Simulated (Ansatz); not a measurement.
The system is In.

```
CELL_PARAMETERS angstrom
-1.88253 1.88253 1.88253
1.88253 -1.88253 1.88253
1.88253 1.88253 -1.88253
ATOMIC_POSITIONS crystal
In 0.00000 0.00000 0.00000
```

This isn't the form of In at room conditions, which is tetragonal.

- Program: Ansatz 0.2.0
- Task: relaxation of cell and atoms
- Functional: PBE
- Potentials or basis: Ansatz PAW
- Cutoff: 420 eV (not typed: the program's choice for these potentials)
- k mesh: 10 × 10 × 10
- Occupations: fermi-dirac, width 0.05 eV
- Spin: no spin polarisation

At the start: volume 26.69 Å³/atom.

Task: Where does the relaxation end?

Result: It ends after 4 steps and the volume is 27.79 Å³/atom (+4.1 %); space group Im-3m (No. 229, to 0.05 Å).

The path:
```csv
step,energy change (eV),largest force (eV/Å),volume (Å³)
1,0.0000,0.0000,26.69
2,-0.0047,0.0000,27.57
3,-0.0048,0.0000,27.79
4,-0.0051,0.0000,27.79
```

Final structure:
```
In
1.0
    -1.90814    1.90814    1.90814
     1.90814   -1.90814    1.90814
     1.90814    1.90814   -1.90814
In
1
Direct
  0.00000 0.00000 0.00000
```

Caveat: the plane-wave basis is chosen anew once the cell has moved, so the energies of steps on either side of that aren't comparable.
